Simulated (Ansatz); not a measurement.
We consider rock-salt LiI, described by r²SCAN+rVV10 (Ansatz, a quantum-chemistry and plane-wave program, plane waves, PAW).

Settings: plane-wave cutoff 560 eV, 10×10×10 k mesh, Fermi–Dirac smearing 0.01 eV, scalar-relativistic PAW data made under PBE.

A third-order Birch–Murnaghan fit to the energies gives V0 = 26.518 Å³/atom, B0 = 22.7 GPa, B′ = 4.5.

```csv
V (Å³/atom),P (GPa)
24.927,?
25.457,?
25.988,0.480
26.518,0.000
27.048,-0.430
27.579,-0.816
28.109,-1.162
```

**Question.** Estimate the withheld pressures from this fit; the answers are the runs' own values.

**Answer.** 
- 24.927, P (GPa): 1.613
- 25.457, P (GPa): 1.016

The formula P = (3/2) B0 (x^(7/3) − x^(5/3)) [1 + (3/4)(B′ − 4)(x^(2/3) − 1)] with x = V0/V meets the computed pressures within 0.01 GPa when these rounded values are put in.

Measured, for comparison: bulk modulus 24 GPa (0 K, extrapolated to 0 K; as tabulated in Doll and Stoll (1998), arXiv:cond-mat/9801031). Computed (rounded) less measured: bulk modulus -5 %.

Spin–orbit coupling is not included.

Computed values are for the static lattice.
